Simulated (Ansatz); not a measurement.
Two Ansatz runs on H

The cell was built from the bcc type and relaxed in the same program, and has space group Im-3m; it needn't be a known or the stable phase.

First run: DFT, PBE, PAW with Ansatz's default frozen-core files, scalar-relativistic (Ansatz 0.2.0).

Command: `ansatz run input.yaml --threads 1 --pin off --max-ram 2048MiB --backend cpu --events-out ev --progress --plain --runs-dir out` The run took 4.2 s on 1 thread of Arm Neoverse V1, on a shared host, peak memory 0.24 GiB.

```yaml
crystal:
  lattice:
    - [-0.9051823081, 0.9051823081, 0.9051823081]
    - [0.9051823081, -0.9051823081, 0.9051823081]
    - [0.9051823081, 0.9051823081, -0.9051823081]
  atoms:
    - { symbol: H, position: [0.0, 0.0, 0.0] }
kpoints:
  mp_grid: { grid: [20, 20, 20] }
  band_path:
    path:
      - [0.0, 0.0, 0.0]
      - [0.5, -0.5, 0.5]
      - [0.0, 0.0, 0.5]
      - [0.0, 0.0, 0.0]
      - [0.25, 0.25, 0.25]
      - [0.5, -0.5, 0.5]
      - [0.25, 0.25, 0.25]
      - [0.0, 0.0, 0.5]
    npoints: 14
scf:
  occupations: { method: fermi_dirac, width: 0.05 }
hamiltonian:
  xc: pbe
  pseudopotentials: { kind: paw }
output:
  forces: true
  stress: true
  eigenvalues: true
  efg: { contact_densities: true }
  populations: true
  bader: true
  dos: { projected: true, de: 0.2, e_range: [-14, 8] }
  write_density: true
  write_potential: true
  elf: true
  volumetric_format: npy
```

Result: converged; pressure 0.00 GPa; 6 SCF iterations.

A second run of a changed input logged this at its end:

```
Error: invalid value for `kpoints.mp_grid.grid`: each dimension must be in 1..=255
```

What was wrong with the input?

A mesh with a zero or a mesh and a spacing, by this change (others could give a like log):
```diff
@@ -7,5 +7,5 @@
     - { symbol: H, position: [0.0, 0.0, 0.0] }
 kpoints:
-  mp_grid: { grid: [20, 20, 20] }
+  mp_grid: { grid: [0, 20, 20] }
   band_path:
     path:
@@ -21,4 +21,5 @@
 scf:
   occupations: { method: fermi_dirac, width: 0.05 }
+  max_iter: 80
 hamiltonian:
   xc: pbe
@@ -30,9 +31,3 @@
   efg: { contact_densities: true }
   populations: true
-  bader: true
-  dos: { projected: true, de: 0.2, e_range: [-14, 8] }
-  write_density: true
-  write_potential: true
-  elf: true
-  volumetric_format: npy
```
